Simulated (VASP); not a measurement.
# BN (P6_3mc) in VASP: Born charges and dielectric tensor with LDA

Aim: the Born charges and dielectric tensor of BN with LDA.

Program: VASP 6.6.1. These are calculated values, not measurements. Logs are shortened: lines on timing, memory, paths and dates and some standing lists are left out, and cuts for length are marked.

## 1. Starting point

The structure is hexagonal, space group P6_3mc (No. 186). Conventional cell: a = 2.525 Å, b = 2.525 Å, c = 4.177 Å, α = 90.00°, β = 90.00°, γ = 120.00°. B (site symmetry 3m) is surrounded by 4 N at 1.55 to 1.56 Å. N (site symmetry 3m) is surrounded by 4 B at 1.55 to 1.56 Å.

Measurements of this composition are mostly on another form, of space group No. 194.

## 2. Born charges and dielectric tensor, LDA

The input, INCAR:

```
ALGO = Fast
EDIFF = 1E-8
ENCUT = 600
GGA = CA
IBRION = 8
ISIF = 2
ISMEAR = 0
LASPH = True
LCHARG = False
LEPSILON = True
LREAL = False
LWAVE = False
NELM = 100
NSW = 1
PREC = Accurate
SIGMA = 0.02
```

The input, KPOINTS:

```
k-points
0
Gamma
  12 12 6
```

The input, POSCAR:

```
BN
1.0
    2.5246400000      0.0000000000      0.0000000000
   -1.2623200000      2.1864000000      0.0000000000
    0.0000000000      0.0000000000      4.1773400000
B N
2 2
Direct
    0.6666700000      0.3333300000      0.9997000000
    0.3333300000      0.6666700000      0.4997000000
    0.6666700000      0.3333300000      0.6253000000
    0.3333300000      0.6666700000      0.1253000000
```

Potentials or basis: VASP PAW LDA potentials, release 64 (B, N).

Run with:

```
$ cat potpaw_LDA.64/B/POTCAR potpaw_LDA.64/N/POTCAR > POTCAR
$ mpirun -np 1 vasp_std > vasp.out
```

OUTCAR:

```text
EDIFF = 1E-8
   ENCUT = 600
   GGA = CA
   IBRION = 8
   ISIF = 2
   ISMEAR = 0
   LASPH = True
   LEPSILON = True
   LREAL = False
   NELM = 100
   NSW = 1
   PREC = Accurate

 ion  position               nearest neighbor table
   1  0.667  0.333  1.000-   4 1.55   4 1.55   4 1.55   3 1.56
   2  0.333  0.667  0.500-   3 1.55   3 1.55   3 1.55   4 1.56
   3  0.667  0.333  0.625-   2 1.55   2 1.55   2 1.55   1 1.56
   4  0.333  0.667  0.125-   1 1.55   1 1.55   1 1.55   2 1.56

  LATTYP: Found a hexagonal cell.
 ALAT       =     2.5246400000
 C/A-ratio  =     1.6546279866

  Lattice vectors:

 A1 = (   2.5246400000,   0.0000000000,   0.0000000000)
 A2 = (  -1.2623200000,   2.1864000000,   0.0000000000)
 A3 = (   0.0000000000,   0.0000000000,   4.1773400000)

Analysis of symmetry for initial positions (statically):
=====================================================================
 Subroutine PRICEL returns:
 Original cell was already a primitive cell.

 Routine SETGRP: Setting up the symmetry group for a
 hexagonal supercell.

 Subroutine GETGRP returns: Found  4 space group operations
 (whereof  2 operations were pure point group operations)
 out of a pool of 24 trial point group operations.

The static configuration has the point symmetry C_1h.
 The point group associated with its full space group is C_2v.

Analysis of symmetry for dynamics (positions and initial velocities):
=====================================================================
 Subroutine PRICEL returns:
 Original cell was already a primitive cell.

 Routine SETGRP: Setting up the symmetry group for a
 hexagonal supercell.

 Subroutine GETGRP returns: Found  4 space group operations
 (whereof  2 operations were pure point group operations)
 out of a pool of 24 trial point group operations.

The dynamic configuration has the point symmetry C_1h.
 The point group associated with its full space group is C_2v.

 Subroutine INISYM returns: Found  4 space group operations
 (whereof  2 operations are pure point group operations),
 and found     1 'primitive' translations

----------------------------------------------------------------------------------------

                                     Primitive cell

  volume of cell :      23.0584

  direct lattice vectors                    reciprocal lattice vectors
     2.524640000  0.000000000  0.000000000     0.396096077  0.228686425  0.000000000
    -1.262320000  2.186400000  0.000000000     0.000000000  0.457372850  0.000000000
     0.000000000  0.000000000  4.177340000     0.000000000  0.000000000  0.239386787

  length of vectors
     2.524640000  2.524637943  4.177340000     0.457372478  0.457372850  0.239386787

  position of ions in fractional coordinates (direct lattice)
     0.666670000  0.333330000  0.999700000
     0.333330000  0.666670000  0.499700000
     0.666670000  0.333330000  0.625300000
     0.333330000  0.666670000  0.125300000

  ion indices of the primitive-cell ions
   primitive index   ion index
                 1           1
                 2           2
                 3           3
                 4           4

[... 549 lines left out ...]
    -0.00001 -0.50974  0.00000
     0.00000  0.00000  1.05099

[... ionic steps 4 to 9 ...]

--------------------------------------- Ionic step       10  -------------------------------------------

------------------------ aborting loop because EDIFF is reached ----------------------------------------

[... ionic steps 11 to 11 ...]

--------------------------------------- Ionic step       12  -------------------------------------------

 Free energy of the ion-electron system (eV)
  ---------------------------------------------------
  ---------------------------------------------------
  free energy    TOTEN  =        -0.25580871 eV

  energy without entropy =       -0.25580871

------------------------ aborting loop because EDIFF is reached ----------------------------------------

 INTERNAL STRAIN TENSOR  FOR ION    3  DIRECTION 3   (eV/Angst):
 -----------------------------------------------------------------------------
    -1.84963  0.00234 -0.01142
     0.00234 -1.84692  0.00659
     0.01908 -0.01101  1.36206

 MACROSCOPIC STATIC DIELECTRIC TENSOR (including local field effects in DFT)
 ------------------------------------------------------
           4.526238    -0.000017     0.000000
          -0.000017     4.526209     0.000000
           0.000000     0.000000     4.679871
 ------------------------------------------------------

 PIEZOELECTRIC TENSOR (including local field effects)  for field in x, y, z        (e  Angst)
          XX          YY          ZZ          XY          YZ          ZX
  --------------------------------------------------------------------------------
  x     0.00000     0.00000     0.00000     0.00000    -0.00001    -0.88779
  y     0.00000     0.00000     0.00000    -0.00000    -0.88781    -0.00001
  z    -0.73360    -0.73361     1.51258    -0.00001     0.00000     0.00000

 PIEZOELECTRIC TENSOR (including local field effects)  for field in x, y, z        (C/m^2)
          XX          YY          ZZ          XY          YZ          ZX
  --------------------------------------------------------------------------------
  x     0.00000     0.00000     0.00000     0.00000    -0.00001    -0.61687
  y     0.00000     0.00000     0.00000    -0.00000    -0.61688    -0.00001
  z    -0.50973    -0.50974     1.05099    -0.00001     0.00000     0.00000

 BORN EFFECTIVE CHARGES (including local field effects) (in |e|, cummulative output)
 ---------------------------------------------------------------------------------
 ion    1
    1     1.80956    -0.00000     0.00001
    2    -0.00000     1.80955    -0.00000
    3    -0.00002     0.00001     1.90402
 ion    2
    1     1.80956    -0.00000    -0.00001
    2    -0.00000     1.80955     0.00000
    3     0.00002    -0.00001     1.90402
 ion    3
    1    -1.80956     0.00000     0.00000
    2     0.00000    -1.80955    -0.00000
    3    -0.00002     0.00001    -1.90402
 ion    4
    1    -1.80956     0.00000    -0.00000
    2     0.00000    -1.80955     0.00000
    3     0.00002    -0.00001    -1.90402

 INTERNAL STRAIN TENSOR FOR ION    4 for displacements in x,y,z  (eV/Angst):
          X           Y           Z          XY          YZ          ZX
  --------------------------------------------------------------------------------
  x     0.00319    -0.00677     0.00027    -5.28418     0.01859    -3.10416
  y    -5.32024     5.32230    -0.00016     0.07920    -3.16830    -0.03149
  z    -1.84963    -1.84692     1.36206     0.00234     0.01101     0.01142

 SECOND DERIVATIVES (NOT SYMMETRIZED)
 ------------------------------------
               1X          1Y          1Z          2X          2Y          2Z          3X          3Y          3Z          4X          4Y          4Z
  1X   -26.437522   -0.000841   -0.002259    0.199998   -0.000080    0.000616    4.884073   -0.000074   -0.000711   21.353451    0.000995    0.002354
  1Y    -0.000841  -26.438436    0.001304   -0.000080    0.199905   -0.000356   -0.000074    4.883977    0.000410    0.000995   21.354554   -0.001359
  1Z    -0.001424    0.000822  -36.618512   -0.000312    0.000180   11.962354    0.000409   -0.000236    9.439789    0.001327   -0.000766   15.216369
  2X     0.199998   -0.000080   -0.000616  -26.437522   -0.000841    0.002259   21.353451    0.000995   -0.002354    4.884073   -0.000074    0.000711
  2Y    -0.000080    0.199905    0.000356   -0.000841  -26.438436   -0.001304    0.000995   21.354554    0.001359   -0.000074    4.883977   -0.000410
  2Z     0.000312   -0.000180   11.962354    0.001424   -0.000822  -36.618512   -0.001327    0.000766   15.216369   -0.000409    0.000236    9.439789
  3X     4.882616   -0.000553    0.000632   21.357233    0.001532   -0.002505  -26.641697   -0.002528    0.002613    0.401848    0.001549   -0.000740
  3Y    -0.000553    4.881966   -0.000365    0.001532   21.358956    0.001447   -0.002528  -26.644558   -0.001509    0.001549    0.403636    0.000427
  3Z    -0.000644    0.000372    9.407828   -0.002484    0.001434   15.258216    0.001780   -0.001027  -39.081943    0.001349   -0.000779   14.415900
  4X    21.357233    0.001532    0.002505    4.882616   -0.000553   -0.000632    0.401848    0.001549    0.000740  -26.641697   -0.002528   -0.002613
  4Y     0.001532   21.358956   -0.001447   -0.000553    4.881966    0.000365    0.001549    0.403636   -0.000427   -0.002528  -26.644558    0.001509
  4Z     0.002484   -0.001434   15.258216    0.000644   -0.000372    9.407828   -0.001349    0.000779   14.415900   -0.001780    0.001027  -39.081943

 Eigenvectors and eigenvalues of the dynamical matrix
 ----------------------------------------------------

   1 f  =   34.026490 THz   213.794743 2PiTHz 1135.001540 cm-1   140.722193 meV
             X         Y         Z           dx          dy          dz
      1.262333  0.728793  4.176087    -0.000505    0.000291   -0.628465
     -0.000013  1.457607  2.087417    -0.000505    0.000291    0.628465
      1.262333  0.728793  2.612091     0.000445   -0.000257   -0.324085
     -0.000013  1.457607  0.523421     0.000445   -0.000257    0.324085
[... 71 lines left out ...]
  12 f/i=    0.003161 THz     0.019863 2PiTHz    0.105451 cm-1     0.013074 meV
             X         Y         Z           dx          dy          dz
      1.262333  0.728793  4.176087     0.000014   -0.000008    0.466806
     -0.000013  1.457607  2.087417    -0.000014    0.000008    0.466806
      1.262333  0.728793  2.612091    -0.000015    0.000009    0.531124
     -0.000013  1.457607  0.523421     0.000015   -0.000009    0.531124

--------------------------------------------------------------------------------------------------------

 MACROSCOPIC STATIC DIELECTRIC TENSOR IONIC CONTRIBUTION
 ------------------------------------------------------
           1.958706    -0.000072     0.000000
          -0.000072     1.958618    -0.000000
           0.000000    -0.000000     2.307268
 ------------------------------------------------------

 ELASTIC MODULI CONTR FROM IONIC RELAXATION (kBar)
 Direction    XX          YY          ZZ          XY          YZ          ZX
 --------------------------------------------------------------------------------
 XX        -165.0439    126.2608     14.4232      2.5525     -0.0000     -0.0000
 YY         126.2608   -165.3110     14.4857     -2.7844     -0.0000      0.0000
 ZZ          14.4232     14.4857    -10.7374      0.0541     -0.0000      0.0000
 XY           2.5525     -2.7844      0.0541   -144.0261      0.0000      0.0000
 YZ           0.0000     -0.0000     -0.0000      0.0000    -53.1020     -0.3237
 ZX          -0.0000      0.0000      0.0000     -0.0000     -0.3237    -48.8052
 --------------------------------------------------------------------------------

 PIEZOELECTRIC TENSOR IONIC CONTR  for field in x, y, z        (C/m^2)
          XX          YY          ZZ          XY          YZ          ZX
  --------------------------------------------------------------------------------
  x     0.00000    -0.00000    -0.00000     0.00000    -0.00112     0.29089
  y     0.00000     0.00000     0.00000    -0.00000     0.30346     0.00290
  z     0.19896     0.19979    -0.14810     0.00072    -0.00000     0.00000
```

Wall time 13 min (1 thread of Intel Xeon Platinum 8488C (Sapphire Rapids), shared host); peak memory 0.55 GiB.

Results:

```yaml
Band_gap_on_the_k_mesh: 4.91 eV, indirect (least direct gap 8.27 eV)
Electronic_dielectric_tensor_diagonal: 4.53, 4.53, 4.68
Born_charges_mean_of_the_diagonal: B +1.84; N -1.84 e
Highest_phonon_frequency_at_Γ_LO-TO_splitting_left_out: 1135 cm⁻¹
```

Phonon frequencies in cm⁻¹ (negative: imaginary):
```tsv
q point	frequencies
(0.000, 0.000, 0.000)	0 0 0 476 476 984 984 986 1048 1081 1082 1135
```

Electronic dielectric tensor:
```
4.53 0.00 0.00
0.00 4.53 0.00
0.00 0.00 4.68
```

Born effective charge tensors (e):
atom 1, B
```
1.81 0.00 0.00
0.00 1.81 0.00
0.00 0.00 1.90
```
atom 2, B
```
1.81 0.00 0.00
0.00 1.81 0.00
0.00 0.00 1.90
```
atom 3, N
```
-1.81  0.00  0.00
 0.00 -1.81  0.00
 0.00  0.00 -1.90
```
atom 4, N
```
-1.81  0.00  0.00
 0.00 -1.81  0.00
 0.00  0.00 -1.90
```

A k mesh can miss the band edges.
